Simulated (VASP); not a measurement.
# Si: phonon dispersion with LDA

The system is Si.

```
Si
1.0
    -4.74274    4.74274    2.65853
     4.74274   -4.74274    2.65853
     4.74274    4.74274   -2.65853
Si
16
Direct
  0.25000 0.25000 0.00000
  0.25000 0.25000 0.50000
  0.25000 0.75000 0.00000
  0.25000 0.75000 0.50000
  0.75000 0.25000 0.00000
  0.75000 0.25000 0.50000
  0.75000 0.75000 0.00000
  0.75000 0.75000 0.50000
  0.12500 0.37500 0.25000
  0.12500 0.37500 0.75000
  0.12500 0.87500 0.25000
  0.12500 0.87500 0.75000
  0.62500 0.37500 0.25000
  0.62500 0.37500 0.75000
  0.62500 0.87500 0.25000
  0.62500 0.87500 0.75000
```

This isn't the form of Si at room conditions, which is diamond.

```yaml
Program: VASP 6.6.1
Task: phonon dispersion
Functional: LDA
Potentials_or_basis: VASP PAW LDA potentials, release 64 (Si)
Cutoff: 520 eV
k_mesh: 4 × 4 × 4
Occupations: gaussian, width 0.02 eV
Spin: no spin polarisation
Long-range_dipole_term: no
Supercell_matrix: "[2, 0, 0, 0, 2, 0, 0, 0, 2]"
Further_INCAR_settings: LREAL = Auto; ALGO = Normal; EDIFF = 1e-07; IBRION = 6; POTIM = 0.015; NSW = 1
```

The highest phonon frequency is 355 cm⁻¹.

Phonon frequencies in cm⁻¹ (negative: imaginary):
```csv
q point,frequencies
"(0.000, 0.000, 0.000)",0 0 0 130 344 344
"(0.000, 0.000, 0.429)",77 87 244 283 290 326
"(-0.286, 0.286, 0.500)",128 128 196 196 334 334
"(-0.357, 0.357, 0.357)",127 146 147 216 316 349
"(0.000, 0.000, 0.000)",0 0 0 130 344 344
"(0.282, 0.282, -0.282)",120 120 190 208 333 333
"(0.284, 0.284, 0.002)",95 122 214 268 320 343
"(0.179, 0.321, 0.179)",84 92 253 298 309 339
"(0.000, 0.500, 0.000)",112 150 150 282 313 345
"(-0.282, 0.647, 0.282)",126 128 188 207 333 334
"(-0.427, 0.573, 0.427)",138 138 168 174 339 339
"(0.071, 0.071, 0.429)",84 84 272 272 311 311
```

Phonon frequencies at the corners of the path (cm⁻¹, interpolated; i marks imaginary ones):
```csv
point,frequencies
Γ,0 0 0 130 344 344
X,83 83 269 269 308 308
M,140 140 161 161 340 340
Z,128 128 188 202 334 334
P,81 81 282 282 326 326
N,112 150 150 282 313 345
Z1,128 128 188 202 334 334
```

Run time: 17 min on 1 thread of Intel(R) Xeon(R) Platinum 8375C CPU @ 2.90GHz (Ice Lake) (shared host), peak memory 0.42 GiB.
